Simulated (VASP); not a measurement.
**SnTe: equation of state with PBEsol**

Crystal: SnTe.

```
CELL_PARAMETERS angstrom
0.00000 3.15085 3.15085
3.15085 0.00000 3.15085
3.15085 3.15085 0.00000
ATOMIC_POSITIONS crystal
Te 0.50000 0.50000 0.50000
Sn 0.00000 0.00000 0.00000
```

| Property | Result |
| --- | --- |
| Program | VASP 6.6.1 |
| Task | equation of state |
| Functional | PBEsol |
| Potentials or basis | VASP PAW PBE potentials, release 64 (Te, Sn_d) |
| Cutoff | 520 eV |
| k mesh | 7 × 7 × 7 |
| Occupations | fermi-dirac, width 0.05 eV |
| Spin | no spin polarisation |
| Ladder | free |
| Further INCAR settings | ALGO = Normal; EDIFF = 1e-07; NBANDS = 17 |

The equilibrium volume is 31.05 Å³/atom. The bulk modulus is 47 GPa and the pressure derivative of the bulk modulus is 4.5.

Energy against volume, from the lowest point:
| volume (Å³/atom) | energy (meV/atom) |
| --- | --- |
| 29.404 | 13.91 |
| 30.030 | 4.99 |
| 30.656 | 0.51 |
| 31.281 | 0.00 |
| 31.907 | 3.02 |
| 32.532 | 9.22 |
| 33.158 | 18.27 |

All runs of the series together: 2.9 min on 1 thread of Intel(R) Xeon(R) Platinum 8488C (Sapphire Rapids) (shared host).

Caveat: the PAW data sets were made with another functional, which shifts forces and pressure a little. The run has no spin-orbit coupling, so splittings on Te are missing.
